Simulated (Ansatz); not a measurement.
## Al7N under compression: one row to predict

The cell was found from a proposed guess, not taken from experiment.

The calculation used DFT PBE, scalar-relativistic, plane waves, PAW in Ansatz. The final run on the 8-atom cell used 420 eV, a Γ-centred 12×12×12 mesh, 0.10 eV smearing and no spin polarisation.

```xyz
8
Lattice="1.4878 0.8590 16.2420 -1.4878 0.8590 16.2420 0.0000 -1.7179 16.2420" Properties=species:S:1:pos:R:3 pbc="T T T"
Al    0.0000    0.0000   38.3185
Al    0.0000    0.0000    3.5533
Al    0.0000    0.0000   17.5941
Al    0.0000    0.0000   31.2139
Al    0.0000    0.0000   45.0611
Al    0.0000    0.0000   10.3535
Al    0.0000    0.0000   24.3400
N     0.0000    0.0000   15.6986
```

The cell was set to several volumes, with shape and atoms relaxed at each where symmetry leaves them free. Pressure is positive in compression, and energies count from the lowest row. No row has a gap on its mesh.

```
row  V (Å³/atom)  P (GPa)  ΔE (meV/atom)
  1       13.699    14.20           73.9
  2       14.166        ?              ?
  3       14.633     5.96           16.4
  4       15.100     2.73            3.9
  5       15.567     0.00            0.0
  6       16.034    -2.32            3.5
  7       16.501    -4.28           13.1
  8       17.124    -6.41           34.0
```

Question: Find B = −V·ΔP/ΔV from rows 4 and 6 and from rows 1 and 3, and from the two its slope B′ and its value B0 at zero pressure.

Answer: Rows 4 and 6 give −(15.100 + 16.034)/2 × (-2.32 − (2.73))/(16.034 − 15.100) = 84.2 GPa at a mean pressure of 0.21 GPa. Rows 1 and 3 give −(13.699 + 14.633)/2 × (5.96 − (14.20))/(14.633 − 13.699) = 125.0 GPa at a mean pressure of 10.08 GPa. So B′ = (125.0 − 84.2)/(10.08 − (0.21)) = 4.13 and B0 = 84.2 − 4.13 × (0.21) = 83.3 GPa. A third-order Birch–Murnaghan fit to all the energies gives B0 = 83.5 GPa and B′ = 4.5.

Question: Estimate the pressure and energy of row 2.

Answer: From row 5, V0 = 15.567 × (1 + (0.00)/83.3) = 15.567 Å³/atom. Murnaghan's form P = (B0/B′)·[(V0/V)^B′ − 1] gives (83.3/4.13) × [(15.567/14.166)^4.13 − 1] = 9.61 GPa; the computed pressure is 9.75 GPa, so the estimate is off by -0.14 GPa. The work of compression from row 3, with the mean of the two pressures, gives ΔE = 16.4 + (9.61 + 5.96)/2 × (14.633 − 14.166)/160.2 × 1000 = 39.1 meV/atom (1 eV/Å³ = 160.2 GPa); the computed value is 39.1 meV/atom.

All volumes keep the k mesh of the relaxed cell. A later test with randomly moved atoms came back to the same energy, though modes that don't fit the test's cell weren't probed.
